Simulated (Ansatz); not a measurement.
# TaN: zone-centre modes at 5 GPa

The calculation used DFT LDA, scalar-relativistic, plane waves, PAW in Ansatz 0.2.0. Settings: 420 eV plane-wave cutoff, Γ-centred 18×18×8 mesh, Fermi-Dirac smearing of 0.15 eV. No spin polarisation. Phonons by linear response, acoustic sum rule imposed.

The cell, relaxed at 5 GPa:
```yaml
crystal:
  lattice:
    - [2.86049, 0.00000, 0.00000]
    - [-1.43024, 2.47726, 0.00000]
    - [0.00000, 0.00000, 5.79432]
  atoms:
    - { symbol: Ta, position: [0.00000, 0.00000, 0.00000] }
    - { symbol: Ta, position: [0.00000, 0.00000, 0.50000] }
    - { symbol: N, position: [0.33333, 0.66667, 0.25000] }
    - { symbol: N, position: [0.66667, 0.33333, 0.75000] }
```

In a metal, frequencies and elastic constants depend on the k mesh and the smearing, soft modes and shear constants most. Spin–orbit coupling is left out, which can shift energies with elements as heavy as these. Other phases may be more stable at this pressure.

Optical modes at Γ; i marks an imaginary frequency:
```json
{"frequency (cm⁻¹)": "154", "degeneracy": "2"}
{"frequency (cm⁻¹)": "271", "degeneracy": "1"}
{"frequency (cm⁻¹)": "443", "degeneracy": "2"}
{"frequency (cm⁻¹)": "527", "degeneracy": "2"}
{"frequency (cm⁻¹)": "532", "degeneracy": "1"}
{"frequency (cm⁻¹)": "597", "degeneracy": "1"}
```

All 9 optical modes at Γ are real: no displacement of atoms at fixed cell lowers the energy to second order. Strains and modes at other wave vectors aren't tested by this run.

This form isn't the usual stable structure of the compound at low pressure.

Cost: 1 run of about 9.7 core-minutes, on Intel Xeon Processor @ 2.50GHz (Skylake/Cascade Lake) (shared hosts).